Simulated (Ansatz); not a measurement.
Write the native input for Ansatz 0.2.0 that does the following.

| Property | Result |
| --- | --- |
| Task | band structure |
| Functional | PBE |
| Potentials or basis | Ansatz PAW |
| Cutoff | 420 eV (not typed: the program's choice for these potentials) |
| k mesh | 9 × 9 × 2 |
| Occupations | fermi-dirac, width 0.05 eV |
| Spin | no spin polarisation |
| Path | [["G", "M", "K", "G", "A", "L", "H", "A"], ["L", "M"], ["K", "H"]] |
| Points for each segment of the path | 14 |

Te2Mo:

```xyz
6
Lattice="3.5182 0.0000 0.0000 -1.7591 3.0469 0.0000 0.0000 0.0000 13.9736" Properties=species:S:1:pos:R:3 pbc="T T T"
Te    1.7591    1.0156    5.2960
Te    0.0000    2.0312   12.2828
Te    1.7591    1.0156    1.6908
Te    0.0000    2.0312    8.6776
Mo    1.7591    1.0156   10.4802
Mo    0.0000    2.0312    3.4934
```

These files were run (other wordings do the same):

input.yaml

```yaml
crystal:
  lattice:
    - [3.5182, 0.0, 0.0]
    - [-1.7591, 3.0468505756, 0.0]
    - [0.0, 0.0, 13.9736]
  atoms:
    - { symbol: Te, position: [0.6666666667, 0.3333333333, 0.379] }
    - { symbol: Te, position: [0.3333333333, 0.6666666667, 0.879] }
    - { symbol: Te, position: [0.6666666667, 0.3333333333, 0.121] }
    - { symbol: Te, position: [0.3333333333, 0.6666666667, 0.621] }
    - { symbol: Mo, position: [0.6666666667, 0.3333333333, 0.75] }
    - { symbol: Mo, position: [0.3333333333, 0.6666666667, 0.25] }
hamiltonian:
  xc: pbe
  pseudopotentials: { kind: paw, core: small }
kpoints:
  mp_grid: { grid: [9, 9, 2] }
  band_path:
    path:
      - [[0.0, 0.0, 0.0], [0.5, 0.0, 0.0], [0.3333333333, 0.3333333333, 0.0], [0.0, 0.0, 0.0], [0.0, 0.0, 0.5], [0.5, 0.0, 0.5], [0.3333333333, 0.3333333333, 0.5], [0.0, 0.0, 0.5]]
      - [[0.5, 0.0, 0.5], [0.5, 0.0, 0.0]]
      - [[0.3333333333, 0.3333333333, 0.0], [0.3333333333, 0.3333333333, 0.5]]
    npoints: 14
scf:
  occupations: { method: fermi_dirac, width: 0.05 }
  n_extra_bands: 15
output:
  forces: true
  stress: true
  eigenvalues: true
  fatbands: false
```

Potentials or basis: Ansatz PAW.

The run is started by

```sh
$ ansatz run input.yaml --threads 2 --pin off --max-ram 5120MiB --backend cpu --events-out ev --progress --plain --runs-dir out
```

It gave:

```yaml
Pressure: 2.9 GPa
Largest_force: 0.175 eV/Å
Band_gap_on_the_k_mesh: 0.78 eV, indirect (least direct gap 1.04 eV)
Band_gap_along_the_path: 0.71 eV, indirect (least direct gap 1.04 eV)
```

Caveat: the k mesh misses the band edges, so the gap on the mesh is wider than the one along the path; spin-orbit coupling is left out, which moves the levels of the heavy elements; this functional lacks dispersion, which binds the layers, so the pressure and a relaxed spacing across them are unreliable.

Run time: 20 s on 2 threads of Arm Neoverse V1 (shared host), peak memory 0.79 GiB.
